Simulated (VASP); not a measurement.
VASP 6.6.1, r²SCAN single-point calculation, BP (strained zincblende)

INCAR

```
LASPH = .TRUE.
PREC = Accurate
LREAL = .FALSE.
METAGGA = R2SCAN
NSW = 0
ISIF = 2
ENCUT = 520
IBRION = -1
LCHARG = .FALSE.
NBANDS = 11
ISMEAR = 0
ALGO = Normal
EDIFF = 1E-7
NELM = 120
SIGMA = 0.01
LWAVE = .FALSE.
```

KPOINTS

```
KPOINTS created by Atomic Simulation Environment
0
Gamma
10 10 10
0 0 0
```

KPOINTS_OPT

```
special points
7
Reciprocal
0.0000000000 0.0000000000 0.0000000000 1
-0.5000000000 -0.5000000000 0.0000000000 1
-0.3750000000 -0.3750000000 0.2500000000 1
-0.3750000000 0.0000000000 0.3750000000 1
0.0000000000 0.0000000000 0.5000000000 1
-0.5000000000 -0.2500000000 0.2500000000 1
0.0000000000 0.4114580000 0.4114580000 1
```

POSCAR

```
B  P
 1.0000000000000000
     0.0000000000000000    2.2909988256000000    2.2909988256000000
     2.2909988256000000    0.0000000000000000    2.2909988256000000
     2.2909988256000000    2.2909988256000000    0.0000000000000000
 B   P
   1   1
Cartesian
  0.0000000000000000  0.0000000000000000  0.0000000000000000
  1.1454994128000000  1.1454994128000000  1.1454994128000000
```

VASP ran with the recommended PBE PAW datasets (8 valence electrons in the cell).

Command

```
mpirun -np 1 vasp_std
```

OSZICAR

```
N       E                     dE             d eps       ncg     rms          rms(c)
DAV:   1     0.406914069901E+01    0.40691E+01   -0.41194E+03  1034   0.673E+02
DAV:   2    -0.184508342090E+02   -0.22520E+02   -0.21335E+02  1357   0.110E+02
DAV:   3    -0.191197497019E+02   -0.66892E+00   -0.66723E+00  1297   0.166E+01
DAV:   4    -0.191222024304E+02   -0.24527E-02   -0.24525E-02  1191   0.122E+00
DAV:   5    -0.191222161887E+02   -0.13758E-04   -0.13758E-04  1290   0.888E-02    0.760E+00
DAV:   6    -0.173416236879E+02    0.17806E+01   -0.95897E-01  1199   0.511E+00    0.457E+00
DAV:   7    -0.173009066361E+02    0.40717E-01   -0.19035E-01  1254   0.235E+00    0.139E+00
DAV:   8    -0.172984013438E+02    0.25053E-02   -0.16472E-02  1200   0.951E-01    0.153E-01
DAV:   9    -0.172987112098E+02   -0.30987E-03   -0.72268E-04  1209   0.200E-01    0.654E-02
DAV:  10    -0.172987773284E+02   -0.66119E-04   -0.81912E-05  1123   0.688E-02    0.222E-02
DAV:  11    -0.172987774756E+02   -0.14720E-06   -0.69206E-06  1305   0.171E-02    0.161E-02
DAV:  12    -0.172987784232E+02   -0.94761E-06   -0.44819E-07  1196   0.459E-03    0.163E-03
DAV:  13    -0.172987785723E+02   -0.14910E-06   -0.12750E-07   628   0.184E-03    0.181E-03
DAV:  14    -0.172987785622E+02    0.10161E-07   -0.10604E-08   583   0.629E-04
   1 F= -.17298779E+02 E0= -.17298779E+02  d E =-.357194E-32
       N       E                     dE             ncg
DAV:   1     0.535351272883E+03   -0.18652E+04      154
DAV:   2     0.363371842933E+03   -0.17198E+03      219
DAV:   3     0.358412560286E+03   -0.49593E+01      196
DAV:   4     0.358392782319E+03   -0.19778E-01      183
DAV:   5     0.358392678439E+03   -0.10388E-03      206
DAV:   6     0.358392677858E+03   -0.58157E-06      186
DAV:   7     0.358392677853E+03   -0.52372E-08      206
```

From OUTCAR

```
k-points           NKPTS =     47   k-points in BZ     NKDIM =     47   number of bands    NBANDS=     11

   NELECT =       8.0000    total number of electrons

   dimension x,y,z NGX =    24 NGY =   24 NGZ =   24
   dimension x,y,z NGXF=    48 NGYF=   48 NGZF=   48

  energy-cutoff  :      520.00
  volume of cell :       24.05
      direct lattice vectors                 reciprocal lattice vectors
     0.000000000  2.290998826  2.290998826    -0.218245420  0.218245420  0.218245420
     2.290998826  0.000000000  2.290998826     0.218245420 -0.218245420  0.218245420
     2.290998826  2.290998826  0.000000000     0.218245420  0.218245420 -0.218245420

 k-points in reciprocal lattice and weights: KPOINTS created by Atomic Simulation Env
   0.00000000  0.00000000  0.00000000       0.001
   0.10000000  0.00000000  0.00000000       0.008
   0.20000000  0.00000000  0.00000000       0.008
   0.30000000  0.00000000  0.00000000       0.008
   0.40000000  0.00000000  0.00000000       0.008
   0.50000000  0.00000000  0.00000000       0.004
   0.10000000  0.10000000  0.00000000       0.006
   0.20000000  0.10000000  0.00000000       0.024
   ...

 E-fermi :   7.1270

 k-point     1 :       0.0000    0.0000    0.0000
  band No.  band energies     occupation
      1      -8.9468      2.00000
      2       7.0471      2.00000
      3       7.0471      2.00000
      4       7.0471      2.00000
      5      10.6458      0.00000
      6      10.6458      0.00000
      7      10.6458      0.00000
      8      14.5968      0.00000
      9      19.2359      0.00000
     10      19.6147      0.00000
     11      19.6147      0.00000

 k-point     2 :       0.1000    0.0000    0.0000
  band No.  band energies     occupation
      1      -8.7618      2.00000
      2       5.6982      2.00000
      3       6.7435      2.00000
      4       6.7435      2.00000
      5      11.0687      0.00000
      6      11.0687      0.00000
      7      11.1048      0.00000
      8      15.1682      0.00000
      9      18.9578      0.00000
     10      18.9578      0.00000
     11      19.8118      0.00000

 k-point     3 :       0.2000    0.0000    0.0000
  band No.  band energies     occupation
      1      -8.2146      2.00000
      2       3.2786      2.00000
      3       6.1639      2.00000
      4       6.1639      2.00000
      5      11.2983      0.00000
      6      11.8234      0.00000
      7      11.8234      0.00000
      8      16.5009      0.00000
      9      18.3696      0.00000
     10      18.3696      0.00000
     11      20.6663      0.00000

 k-point     4 :       0.3000    0.0000    0.0000
  band No.  band energies     occupation
      1      -7.3376      2.00000
      2       0.8488      2.00000
      3       5.6540      2.00000
      4       5.6540      2.00000
      5      11.1849      0.00000
      6      12.1854      0.00000
      7      12.1854      0.00000
      8      17.6072      0.00000
      9      18.9740      0.00000
     10      18.9740      0.00000
     11      20.8546      0.00000

 k-point     5 :       0.4000    0.0000    0.0000
  band No.  band energies     occupation
      1      -6.2528      2.00000
      2      -1.2205      2.00000
      3       5.3297      2.00000
      4       5.3297      2.00000
      5      11.0547      0.00000
      6      12.1315      0.00000
      7      12.1315      0.00000
      8      17.8826      0.00000
      9      20.7352      0.00000
     10      20.7352      0.00000
     11      21.7846      0.00000

 k-point     6 :       0.5000    0.0000    0.0000
  band No.  band energies     occupation
      1      -5.5675      2.00000
      2      -2.2408      2.00000
      3       5.2200      2.00000
      4       5.2200      2.00000
      5      11.0047      0.00000
      6      12.0596      0.00000
      7      12.0596      0.00000
      8      17.8558      0.00000
      9      22.3380      0.00000
     10      22.3380      0.00000
     11      22.6051      0.00000

 k-point     7 :       0.1000    0.1000    0.0000
  band No.  band energies     occupation
      1      -8.7000      2.00000
      2       6.1844      2.00000
      3       6.1844      2.00000
      4       6.2007      2.00000
      5      10.2332      0.00000
      6      11.7919      0.00000
      7      11.7919      0.00000
      8      15.0336      0.00000
      9      18.0686      0.00000
     10      19.8856      0.00000
     11      20.0282      0.00000

 k-point     8 :       0.2000    0.1000    0.0000
  band No.  band energies     occupation
      1      -8.2728      2.00000
      2       4.1009      2.00000
      3       5.5347      2.00000
      4       5.9930      2.00000
      5      10.4176      0.00000
      6      12.4159      0.00000
      7      12.7352      0.00000
      8      15.0945      0.00000
      9      18.0839      0.00000
     10      19.7381      0.00000
     11      21.0511      0.00000

 k-point     9 :       0.3000    0.1000    0.0000
  band No.  band energies     occupation
      1      -7.5016      2.00000
      2       1.7063      2.00000
      3       5.0539      2.00000
      4       5.3992      2.00000
      5      10.9331      0.00000
      6      12.5314      0.00000
      7      13.2266      0.00000
      8      15.3368      0.00000
      9      19.2410      0.00000
     10      20.0812      0.00000
     11      21.4625      0.00000

 k-point    10 :       0.4000    0.1000    0.0000
  band No.  band energies     occupation
      1      -6.4628      2.00000
      2      -0.4852      2.00000
      3       4.8111      2.00000
      4       4.8260      2.00000
      5      11.0893      0.00000
      6      12.4816      0.00000
      7      13.0951      0.00000
      8      16.5226      0.00000
      9      19.9130      0.00000
     10      21.5203      0.00000
     11      22.1752      0.00000

 k-point    11 :       0.5000    0.1000    0.0000
  band No.  band energies     occupation
      1      -5.5128      2.00000
      2      -1.9775      2.00000
      3       4.3826      2.00000
      4       4.8661      2.00000
      5      11.1636      0.00000
      6      12.4276      0.00000
      7      12.7633      0.00000
      8      17.8693      0.00000
      9      20.3579      0.00000
     10      22.3285      0.00000
     11      23.1266      0.00000

 k-point    12 :      -0.4000    0.1000    0.0000
  band No.  band energies     occupation
      1      -5.7652      2.00000
      2      -1.6137      2.00000
      3       4.1796      2.00000
      4       5.1565      2.00000
      5      11.3583      0.00000
      6      12.5103      0.00000
      7      12.5128      0.00000
      8      18.0480      0.00000
      9      20.1879      0.00000
     10      20.8782      0.00000
     11      23.1908      0.00000

 k-point    13 :      -0.3000    0.1000    0.0000
  band No.  band energies     occupation
      1      -6.8305      2.00000
      2       0.2082      2.00000
      3       4.2398      2.00000
      4       5.6525      2.00000
      5      11.6177      0.00000
      6      12.2973      0.00000
      7      12.7151      0.00000
      8      17.1349      0.00000
      9      18.1874      0.00000
     10      20.7609      0.00000
     11      22.4400      0.00000

 k-point    14 :      -0.2000    0.1000    0.0000
  band No.  band energies     occupation
      1      -7.7956      2.00000
      2       2.4982      2.00000
      3       4.5886      2.00000
      4       6.2623      2.00000
      5      11.7869      0.00000
      6      11.8159      0.00000
      7      12.6488      0.00000
      8      16.1610      0.00000
      9      17.3166      0.00000
     10      20.2207      0.00000
     11      21.5405      0.00000

 k-point    15 :      -0.1000    0.1000    0.0000
  band No.  band energies     occupation
      1      -8.4558      2.00000
      2       4.6815      2.00000
      3       5.3707      2.00000
      4       6.7628      2.00000
      5      11.1507      0.00000
      6      11.5438      0.00000
      7      11.9993      0.00000
      8      15.6681      0.00000
      9      17.7528      0.00000
     10      19.3588      0.00000
     11      20.6388      0.00000

 k-point    16 :       0.2000    0.2000    0.0000
  band No.  band energies     occupation
      1      -7.9672      2.00000
      2       4.2774      2.00000
      3       4.8324      2.00000
      4       4.8324      2.00000
      5       9.4530      0.00000
      6      13.5490      0.00000
      7      13.9654      0.00000
      8      13.9654      0.00000
      9      18.6201      0.00000
     10      20.6864      0.00000
     11      21.9936      0.00000

 ...

  Total       -0.7904382     -0.7904382     -0.7904382      0.0000000      0.0000000      0.0000000
  in kB      -52.6591597    -52.6591597    -52.6591597      0.0000000      0.0000000      0.0000000
  external PRESSURE =     -52.6591597 kB  Pullay stress =       0.0000000 kB

 POSITION                                       TOTAL-FORCE (eV/Angst)
 -----------------------------------------------------------------------------------
      0.00000      0.00000      0.00000        -0.000000     -0.000000     -0.000000
      1.14550      1.14550      1.14550         0.000000      0.000000      0.000000
 -----------------------------------------------------------------------------------
    total drift:                                0.000000      0.000000      0.000000

  FREE ENERGIE OF THE ION-ELECTRON SYSTEM (eV)
  ---------------------------------------------------
  free  energy   TOTEN  =       -17.2987785622 eV

  energy  without entropy=      -17.2987785622  energy(sigma->0) =      -17.29877856
```

The gap between bands v and c is 1.48 eV. The least direct gap is 3.60 eV. The pressure is -5.3 GPa.

Band v is the last that the valence electrons fill when counted band by band, and c is the next.

The run took about 23 s on one core of a shared host (Intel Xeon Platinum 8488C) and held 0.15 GiB at most.
